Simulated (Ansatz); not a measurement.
BaS built on the zincblende prototype, relaxed with r2SCAN in Ansatz 0.2.0. Space group F-43m (No. 216), cubic; a = 7.039 Å in the conventional setting, 43.59 Å³ an atom. Around Ba lie 4 S at 3.05 Å; around S lie 4 Ba at 3.05 Å.

The axes x, y and z are those of this cell:
```yaml
crystal:
  lattice:
    - [0.00000, 3.51941, 3.51941]
    - [3.51941, 0.00000, 3.51941]
    - [3.51941, 3.51941, 0.00000]
  atoms:
    - { symbol: Ba, position: [0.00000, 0.00000, 0.00000] }
    - { symbol: S, position: [0.25000, 0.25000, 0.25000] }
```

Unstrained: With PBE the valence top lies at W and the conduction bottom at Γ, 2.747 eV higher; the smallest vertical gap, at Γ, is 3.419 eV. r2SCAN gives an indirect gap of 3.068 eV, from W to Γ; the least direct gap is 3.698 eV at W. The HSE06 gap is indirect, 3.641 eV (W to Γ), below the direct gap of 4.350 eV at Γ. Meshes: PBE 6×6×6, r2SCAN 6×6×6, HSE06 4×4×4. Strains are changes of length per length. After each strain the atoms were relaxed again with r2SCAN within the symmetry that the strain leaves, so tilts or polar shifts that break it weren't tested; points keep the names that they have in the unstrained zone. Simulation only: spin-unpolarised, and no claim that this is the phase found in nature.

Q: Apply uniaxial -5.0 % along [111], other directions held. How far does the gap move, against the unstrained cell?

A: PBE: the gap goes from 2.747 to 2.805 eV (+0.058 eV); the edges go from W → Γ to (0.245, -1/2, -0.245) → Γ. r2SCAN: the gap goes from 3.068 to 3.128 eV (+0.060 eV); the edges go from W → Γ to (0.245, -1/2, -0.245) → Γ. HSE06: the gap goes from 3.641 to 3.709 eV (+0.068 eV); the edges go from W → Γ to (0.245, -1/2, -0.245) → Γ. The r2SCAN energy rises by 12.4 meV an atom.

Q: Apply isotropic -1.0 % on every length. How far does the gap move, against the unstrained cell?

A: PBE: the gap goes from 2.747 to 2.789 eV (+0.042 eV). r2SCAN: the gap goes from 3.068 to 3.110 eV (+0.042 eV). HSE06: the gap goes from 3.641 to 3.689 eV (+0.048 eV). The r2SCAN energy rises by 3.6 meV an atom.

Q: For epitaxial -3.0 % in the xy plane, how far does the free direction move, and what happens to the gap?

A: The normal strain at zero normal stress is +4.92 %, 1.64 of the in-plane strain with the sign turned. PBE: the gap goes from 2.747 to 2.719 eV (-0.028 eV); the edges go from W → Γ to (0.339, -1/2, -0.161) → Γ. r2SCAN: the gap goes from 3.068 to 3.046 eV (-0.022 eV); the edges go from W → Γ to (0.339, -1/2, -0.161) → Γ. HSE06: the gap goes from 3.641 to 3.616 eV (-0.025 eV); the edges go from W → Γ to (0.339, -1/2, -0.161) → Γ.

Q: Apply uniaxial -0.5 % along z, other directions held. How far does the gap move, against the unstrained cell?

A: PBE: the gap goes from 2.747 to 2.750 eV (+0.003 eV). r2SCAN: the gap goes from 3.068 to 3.071 eV (+0.003 eV). HSE06: the gap goes from 3.641 to 3.645 eV (+0.004 eV). The r2SCAN energy rises by 0.1 meV an atom.

Q: Estimate what epitaxial -0.5 % in the plane normal to [111], free normal strain +0.66 % does to the gap.

A: PBE: the gap goes from 2.747 to 2.751 eV (+0.004 eV). r2SCAN: the gap goes from 3.068 to 3.073 eV (+0.005 eV). HSE06: the gap goes from 3.641 to 3.646 eV (+0.005 eV). The r2SCAN energy rises by 0.2 meV an atom.

The runs are scalar-relativistic, without spin-orbit coupling.

Where an edge lies off the special points, it is a point of the mesh or the k point where a search put PBE's edge or least direct gap, reused for the other functionals, whose own edges may lie a little apart.

Coordinates of k points refer to the reciprocal vectors of the primitive cell of the runs.

The meshes of the hybrids are coarse, so their gaps aren't converged to the digits shown.
